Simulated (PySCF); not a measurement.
Trends in electronic spectra. Level of theory: TDDFT wB97X-D/def2-SVPD, vertical, gas phase, core orbitals frozen in the response (PySCF 2.14.0, density-fitted response routines). Geometries: GFN2-xTB; one conformer of each isolated species. Triplets are in the Tamm–Dancoff approximation. 'Strongest' means the level of largest summed f among the lowest 8 singlets; it needn't be the same kind of state in each.

Task: Rank by computed lowest triplet energy, highest first.
A. `C[C@H]1C=C1Cl`
B. `C(/C#N)=C\C#CC`
C. `C(C)(=N\[H])\C=N\C`
D. `C=CO[SiH2]CC=O`
E. `C1=CNC=N1`
F. `CO[C@]1(C=O)C[SiH2]1`

Result: E (4.71 eV), A (4.11 eV), D (3.87 eV), F (3.71 eV), C (3.56 eV), B (2.96 eV).

| SMILES | T1 (eV) | strongest (eV) | LUMO (eV) | f (strongest) | f (S1) | S1 (eV) | S1 mainly |
| --- | --- | --- | --- | --- | --- | --- | --- |
| c1c[nH]cn1 | 4.71 | 6.76 | 2.29 | 0.16 | 0.002 | 6.60 | H→L (97%) |
| C[C@H]1C=C1Cl | 4.11 | 6.24 | 1.65 | 0.11 | 0.115 | 6.24 | H→L (93%) |
| C=CO[SiH2]CC=O | 3.87 | 7.07 | 0.89 | 0.11 | 0.001 | 4.40 | H-1→L (94%) |
| CO[C@]1(C=O)C[SiH2]1 | 3.71 | 5.39 | 0.61 | 0.22 | 0.010 | 4.28 | H→L (45%) |
| [H]/N=C(C)\C=N\C | 3.56 | 6.65 | 0.25 | 0.55 | 0.000 | 4.23 | H→L (95%) |
| CC#C/C=C/C#N | 2.96 | 4.99 | -0.46 | 0.60 | 0.000 | 4.76 | H-1→L (96%) |

H and L stand for HOMO and LUMO.
